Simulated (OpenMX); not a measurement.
Crystal: Os.

```xyz
2
Lattice="2.7341 0.0000 0.0000 -1.3671 2.3678 0.0000 0.0000 0.0000 4.3197" Properties=species:S:1:pos:R:3 pbc="T T T"
Os    1.3671    0.7893    3.2398
Os    0.0000    1.5785    1.0799
```

- Program: OpenMX 3.8.5
- Task: single point
- Functional: PBE
- Potentials or basis: OpenMX 2013 PBE set, Os7.0-s3p2d2f1, grid cutoff 400 Ry
- k mesh: 11 × 11 × 7
- Occupations: fermi-dirac, width 0.05 eV
- Spin: no spin polarisation

On this cell: pressure 11.4 GPa; largest force 0.023 eV/Å; band gap on the k mesh none (metal or under the smearing width).

The same run follows on a disturbed copy (atoms moved at random, drawn with an rms of 0.05 Å):

```
CELL_PARAMETERS angstrom
2.73410 0.00000 0.00000
-1.36705 2.36780 0.00000
0.00000 0.00000 4.31970
ATOMIC_POSITIONS crystal
Os 0.65888 0.31974 0.75917
Os 0.32855 0.66495 0.24603
```

Task: What changes?

Result: The energy (extrapolated to zero smearing) moves by +17.9 meV/atom; pressure 12.3 GPa; largest force 1.129 eV/Å; band gap on the k mesh none (metal or under the smearing width).

Forces in eV/Å, atoms in the order of the input:
```
Os  -0.085  0.329 -1.070
Os   0.083 -0.322  1.079
```

Caveats: the basis of atomic orbitals isn't converged, which shifts pressures, moduli and gaps.
